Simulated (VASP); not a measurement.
# MgO, band gap: which settings are enough?

MgO, Fm-3m (no. 225), 2 atoms in the cell. TB-mBJ; PAW potentials Mg_sv, O (PBE set). VASP 6.6.1.

Wanted: smallest gap over path and mesh within 0.02 eV; direct gap, path and mesh within 0.02 eV.

POSCAR:
```
MgO
1.0
    0.0000000000      2.0970013927      2.0970013927
    2.0970013927      0.0000000000      2.0970013927
    2.0970013927      2.0970013927      0.0000000000
Mg O
1 1
Direct
    0.0000000000      0.0000000000      0.0000000000
    0.5000000000      0.5000000000      0.5000000000
```

The series start from ENCUT (eV): 520; k mesh: 7 x 7 x 7; Potential files: Mg, O; PREC: Accurate; LASPH: yes; EDIFF (eV): 1e-6; mixing and start: Broyden, LMIXTAU. Each series keeps the choices made before it, and each single choice may use up half of a tolerance. Times cover all steps of a run.

## ENCUT (eV)

| ENCUT (eV) | Smallest gap over path and mesh (eV) | Direct gap, path and mesh (eV) | Time (s) |
|---|---|---|---|
| 300 | 6.989 | 6.989 | 8.0 |
| 350 | 6.907 | 6.907 | 9.8 |
| 400 | 6.895 | 6.895 | 9.8 |
| 450 | 6.896 | 6.896 | 11 |
| 520 | 6.897 | 6.897 | 12 |
| 600 | 6.906 | 6.906 | 12 |
| 700 | 6.918 | 6.918 | 20 |
| 800 | 6.919 | 6.919 | 16 |
| 900 | 6.918 | 6.918 | 17 |
| 1000 | 6.919 | 6.919 | 19 |
| 1200 (reference) | 6.919 | 6.919 | 25 |

Chosen: 700, the loosest value from which every tighter one stays within half of the tolerance.

## k mesh

| k mesh | Smallest gap over path and mesh (eV) | Direct gap, path and mesh (eV) | Time (s) |
|---|---|---|---|
| 4 x 4 x 4 | 6.922 | 6.922 | 12 |
| 5 x 5 x 5 | 6.918 | 6.918 | 19 |
| 7 x 7 x 7 | 6.918 | 6.918 | 20 |
| 9 x 9 x 9 | 6.918 | 6.918 | 27 |
| 12 x 12 x 12 (reference) | 6.918 | 6.918 | 31 |

Chosen: 4 x 4 x 4.

## Potential files

| Potential files | Smallest gap over path and mesh (eV) | Direct gap, path and mesh (eV) | Time (s) |
|---|---|---|---|
| Mg, O | 6.922 | 6.922 | 12 |
| Mg_sv, O (reference) | 7.194 | 7.194 | 18 |

Chosen: Mg_sv, O; the one before it in the list is off by more than half of the tolerance.

## PREC

| PREC | Smallest gap over path and mesh (eV) | Direct gap, path and mesh (eV) | Time (s) |
|---|---|---|---|
| Low | 7.322 | 7.322 | 8.7 |
| Normal | 7.205 | 7.205 | 12 |
| Accurate (reference) | 7.194 | 7.194 | 18 |

Chosen: Accurate; the one before it in the list is off by more than half of the tolerance.

## LASPH

| LASPH | Smallest gap over path and mesh (eV) | Direct gap, path and mesh (eV) | Time (s) |
|---|---|---|---|
| no | 7.194 | 7.194 | 9.3 |
| yes (reference) | 7.194 | 7.194 | 18 |

Chosen: no.

## EDIFF (eV)

| EDIFF (eV) | Smallest gap over path and mesh (eV) | Direct gap, path and mesh (eV) | Time (s) |
|---|---|---|---|
| 0.001 | 7.194 | 7.194 | 7.2 |
| 0.0001 | 7.194 | 7.194 | 9.0 |
| 1e-5 | 7.194 | 7.194 | 8.9 |
| 1e-6 | 7.194 | 7.194 | 9.3 |
| 1e-7 (reference) | 7.194 | 7.194 | 10 |

Chosen: 0.001.

## Mixing and start

| Mixing and start | Smallest gap over path and mesh (eV) | Direct gap, path and mesh (eV) | Time (s) |
|---|---|---|---|
| Broyden, LMIXTAU | 7.194 | 7.194 | 7.2 |
| IMIX 1, AMIX 0.2 | 7.192 | 7.192 | 12 |
| IMIX 1, AMIX 0.4 | 7.193 | 7.194 | 10 |
| AMIX 0.2 | 7.194 | 7.194 | 10 |
| ALGO Fast | 7.194 | 7.194 | 10 |
| no PBE start | 7.194 | 7.194 | 9.7 |

Chosen: Broyden, LMIXTAU; no other choice that stays within half of the tolerance saves 30 % of the time.

## All choices together

| Input | Smallest gap over path and mesh (eV) | Direct gap, path and mesh (eV) | Time (s) |
|---|---|---|---|
| program defaults, coarse mesh (naive) | 6.900 | 6.901 | 2.9 |
| chosen settings | 7.194 | 7.194 | 7.2 |
| reference settings throughout | 7.179 | 7.179 | 41 |

The tolerance is met.

## The input

INCAR.step1:
```
  PREC = Accurate
  ENCUT = 700
  EDIFF = 1E-5
  ISMEAR = 0
  SIGMA = 0.02
  LREAL = F
  LASPH = T
  GGA_COMPAT = F
  ALGO = Normal
  NELM = 150
  ISIF = 2
  LWAVE = T
  LCHARG = F
  GGA = PE
  NBANDS = 15
  KPAR = 4
```

INCAR.step2:
```
  PREC = Accurate
  ENCUT = 700
  EDIFF = 0.001
  ISMEAR = 0
  SIGMA = 0.02
  LREAL = F
  LASPH = F
  GGA_COMPAT = F
  ALGO = Normal
  NELM = 300
  ISIF = 0
  LWAVE = F
  LCHARG = F
  ISTART = 1
  METAGGA = MBJ
  NBANDS = 15
  LMIXTAU = T
  KPAR = 4
```

KPOINTS:
```
Automatic mesh
0
Gamma
  4 4 4
  0 0 0
```

KPOINTS_OPT:
```
path GXWKGLUWLK,UX
4
line-mode
reciprocal
 0.0000000000  0.0000000000  0.0000000000  G
 0.5000000000  0.0000000000  0.5000000000  X

 0.5000000000  0.0000000000  0.5000000000  X
 0.5000000000  0.2500000000  0.7500000000  W

 0.5000000000  0.2500000000  0.7500000000  W
 0.3750000000  0.3750000000  0.7500000000  K

 0.3750000000  0.3750000000  0.7500000000  K
 0.0000000000  0.0000000000  0.0000000000  G

 0.0000000000  0.0000000000  0.0000000000  G
 0.5000000000  0.5000000000  0.5000000000  L

 0.5000000000  0.5000000000  0.5000000000  L
 0.6250000000  0.2500000000  0.6250000000  U

 0.6250000000  0.2500000000  0.6250000000  U
 0.5000000000  0.2500000000  0.7500000000  W

 0.5000000000  0.2500000000  0.7500000000  W
 0.5000000000  0.5000000000  0.5000000000  L

 0.5000000000  0.5000000000  0.5000000000  L
 0.3750000000  0.3750000000  0.7500000000  K

 0.6250000000  0.2500000000  0.6250000000  U
 0.5000000000  0.0000000000  0.5000000000  X
```

Commands (each step's output is kept before the next begins):
```
cat potpaw_PBE.64/Mg_sv/POTCAR potpaw_PBE.64/O/POTCAR > POTCAR
cp INCAR.step1 INCAR
mpirun -np 4 vasp_std > vasp.out
cp INCAR.step2 INCAR
mpirun -np 4 vasp_std > vasp.out
```

The chosen input took VASP 6.6.1 7.2 s on 4 cores (Intel Xeon 6975P-C (Granite Rapids)), a shared host.

## An input that fails: ICHARG 11

VASP's message: ERROR: charge density could not be read from file CHGCAR for ICHARG>10.

Changes against the starting input:
```
(step 2)
+ ICHARG = 11
```
